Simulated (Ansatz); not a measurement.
**fcc against bcc along the alkaline-earth metals**

Method: Ansatz, DFT, PBE, plane waves (420 eV) with PAW, scalar-relativistic.

Each structure is relaxed within its symmetry, in the lowest magnetic state of the tried starts. Differences under about 8 meV lie within the error of the k-point mesh.

```json
{"element": "Be", "E(fcc) − E(bcc) (meV/atom)": "-20", "V(fcc) (Å³/atom)": "7.88", "V(bcc) (Å³/atom)": "7.83", "state of fcc": "spin not included", "state of bcc": "spin not included"}
{"element": "Mg", "E(fcc) − E(bcc) (meV/atom)": "-15", "V(fcc) (Å³/atom)": "23.16", "V(bcc) (Å³/atom)": "22.93", "state of fcc": "spin not included", "state of bcc": "spin not included"}
{"element": "Ca", "E(fcc) − E(bcc) (meV/atom)": "-16", "V(fcc) (Å³/atom)": "42.17", "V(bcc) (Å³/atom)": "42.14", "state of fcc": "spin not included", "state of bcc": "spin not included"}
{"element": "Sr", "E(fcc) − E(bcc) (meV/atom)": "-8", "V(fcc) (Å³/atom)": "55.04", "V(bcc) (Å³/atom)": "54.24", "state of fcc": "spin not included", "state of bcc": "spin not included"}
{"element": "Ba", "E(fcc) − E(bcc) (meV/atom)": "?", "V(fcc) (Å³/atom)": "?", "V(bcc) (Å³/atom)": "?", "state of fcc": "?", "state of bcc": "?"}
```

Fill in the row of Ba.

E(fcc) − E(bcc) (meV/atom): 17; V(fcc) (Å³/atom): 64.17; V(bcc) (Å³/atom): 63.44; state of fcc: spin not included; state of bcc: spin not included.
